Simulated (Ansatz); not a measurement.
**Vibrational response of ZnO7**

All numbers below come from DFT PBE, scalar-relativistic, plane waves, PAW in Ansatz. Plane waves to 420 eV; Γ-centred k mesh 12×12×2; Gaussian smearing of 0.10 eV. Collinear spin, site moments 0.0, 0.6, 0.6, 0.6, 0.6, 0.6, 0.6, 0.0 μB. Phonons by linear response, acoustic sum rule imposed.

The cell, relaxed at this level:
```
Zn O
1.0
     3.30695    0.00000    0.00000
    -1.65348    2.86390    0.00000
     0.00000    0.00000   17.62965
Zn O
1 7
Cartesian
  0.0000 0.0000 0.0000
  1.6535 0.9546 9.4241
  1.6535 0.9546 8.2055
  0.0000 0.0000 3.8645
  0.0000 0.0000 5.0832
  0.0000 0.0000 13.7651
  0.0000 0.0000 12.5464
  0.0000 1.9093 0.0000
```

The cell was found from a proposed guess, not taken from experiment. No dispersion correction is applied, so modes and constants that involve weak contacts between layers, chains or molecules come out too soft.

Question: Is this structure stable against zone-centre distortions?

Answer: No: 6 of the 21 optical modes are imaginary.

Question: List the optical modes at Γ (i marks imaginary ones).

Answer:
| frequency (cm⁻¹) | degeneracy |
| --- | --- |
| 58i | 2 |
| 58i | 2 |
| 54i | 2 |
| ≈0 | 2 |
| ≈0 | 2 |
| 5 | 2 |
| 14 | 1 |
| 20 | 1 |
| 28 | 1 |
| 238 | 1 |
| 467 | 2 |
| 1525 | 1 |
| 1527 | 1 |
| 1534 | 1 |
